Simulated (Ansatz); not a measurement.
ZnF2

**The experiment.** The Crystallography Open Database holds a measured cell of tetragonal ZnF2 (space group P4_2/mnm) at 293 K (2001, doi:10.1107/S0108768100017353): a, c = 4.704, 3.134 Å, 11.56 Å³/atom.

Level of theory: DFT, PBE, scalar-relativistic, no spin polarisation; plane waves to 420 eV with PAW datasets (Ansatz 0.2.0), Γ-centred 6×6×10 mesh, 0.05 eV Gaussian smearing; PAW files: Ansatz's generated set soft_2.

Space group P4_2/mnm (No. 136). a = 4.800 Å, b = 4.800 Å, c = 3.176 Å, α = 90.00°, β = 90.00°, γ = 90.00°
```json
{"atom": "Zn", "site": "2a", "symmetry": "m.mm", "x": "0.0000", "y": "0.0000", "z": "0.0000"}
{"atom": "F", "site": "4f", "symmetry": "m.2m", "x": "0.3044", "y": "0.3044", "z": "0.0000"}
```

The chain of runs began from a measured cell (COD), expanded in volume.

The cell above was scaled in volume, and shape and atoms were relaxed at each volume within its symmetry. Energies are counted from the cell above.

The cell is relaxed to zero pressure at this level.

```tsv
V (Å³/atom)	ΔE (meV/atom)	P (GPa)	gap on the mesh (eV)
11.71	6.3	4.3	3.54
11.95	1.6	2.0	3.53
12.19	0.0	0.0	3.52
12.44	1.3	-1.7	3.50
12.68	5.0	-3.2	3.47
```

What do the points give for the equilibrium volume, the bulk modulus and its pressure derivative (third-order Birch–Murnaghan)?

V0 = 12.20 Å³/atom, B0 = 92 GPa, B0′ = 6.7.

B0·V0 = 92.2 GPa × 12.20 Å³ = 7.02 eV/atom sets the scale: near the minimum ΔE ≈ ½ B0 V0 x², with x = V/V0 − 1, and a pressure of 0.9 GPa squeezes the volume by about 1 %. At the ends of the curve: x = −4.0 % predicts 5.7 meV/atom and the run gives 6.3; x = +4.0 % predicts 5.5 meV/atom and the run gives 5.0. The curve is steeper than the parabola on the compressed side and flatter on the expanded side: the bulk modulus rises with pressure.

**Comparison.** The computed cell (4.800, 3.176 Å, 12.19 Å³/atom) differs from the database's by +5.5 % in volume, about +1.8 % in length. PBE usually overestimates volumes, but by less than this. The static lattice also lacks zero-point motion and thermal expansion, roughly 1.1 to 2.7 % in volume at 293 K by Grüneisen's rule, γ·3k_BT/(B0·V0) with γ of 1 to 2.5, so its own overestimate is larger than the figure.

Kohn–Sham gaps of semilocal functionals lie under measured ones, often by a third or more.
